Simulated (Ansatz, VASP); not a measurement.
**GaN: VASP beside Ansatz**

Contents of INCAR:

```
ALGO = Normal
EDIFF = 1E-7
ENCUT = 520
GGA = PS
ISIF = 2
ISMEAR = 0
LASPH = True
LCHARG = False
LREAL = False
LWAVE = False
NBANDS = 26
NELM = 80
PREC = Accurate
SIGMA = 0.05
```

KPOINTS

```
k-points
0
Gamma
  12 12 6
```

The input POSCAR:

```
GaN
1.0
    3.2303171645      0.0000000000      0.0000000000
   -1.6151585822      2.7975367267      0.0000000000
    0.0000000000      0.0000000000      5.3409888619
Ga N
2 2
Direct
    0.3333333333      0.6666666667      0.9991941071
    0.6666666667      0.3333333333      0.4991941071
    0.3333333333      0.6666666667      0.3758058929
    0.6666666667      0.3333333333      0.8758058929
```

Input for Ansatz:

```yaml
crystal:
  lattice:
    - [3.2303171645, 0.0, 0.0]
    - [-1.6151585822, 2.7975367267, 0.0]
    - [0.0, 0.0, 5.3409888619]
  atoms:
    - { symbol: Ga, position: [0.3333333333, 0.6666666667, 0.9991941071] }
    - { symbol: Ga, position: [0.6666666667, 0.3333333333, 0.4991941071] }
    - { symbol: "N", position: [0.3333333333, 0.6666666667, 0.3758058929] }
    - { symbol: "N", position: [0.6666666667, 0.3333333333, 0.8758058929] }
basis:
  ecutwfc: 420
kpoints:
  mp_grid: { grid: [12, 12, 6] }
hamiltonian:
  xc: pbesol
scf:
  occupations: { method: gaussian, width: 0.05 }
output:
  forces: true
  stress: true
  eigenvalues: true
```

Change from the starting cell: strain +0.015 along x and y, +0.030 along z, atoms carried along.

Alike in both runs: task single point; functional PBEsol; k mesh 12 × 12 × 6; occupations gaussian, width 0.05 eV; no spin polarisation.

|  | VASP | Ansatz |
| --- | --- | --- |
| version | VASP 6.6.1 | Ansatz 0.2.0 |
| potentials or method | VASP PAW PBE potentials, release 64 (Ga_d, N) | scalar-relativistic, plane waves, PAW |
| plane-wave cutoff (eV) | 520 | 420 |
| valence electrons in the cell | 36 | 36 |

Ansatz gave:

| Item | Value |
| --- | --- |
| gap on the k mesh at the Fermi level (eV) | 1.45 |
| least direct gap on the mesh (eV) | 1.45 |
| pressure (GPa) | -9.8 |
| largest component of the traceless stress (GPa) | 2.98 |
| rms of the force components (eV/Å) | 0.045 |

**Question.** Estimate VASP's values.

**Answer.** gap on the k mesh at the Fermi level (eV): 1.46; least direct gap on the mesh (eV): 1.46; pressure (GPa): -9.9; largest component of the traceless stress (GPa): 2.96; rms of the force components (eV/Å): 0.043.

Atom by atom the forces differ by 0.002 eV/Å (rms over components).

Caveats: the PAW data sets were made with another functional, which shifts forces and pressure a little (VASP).
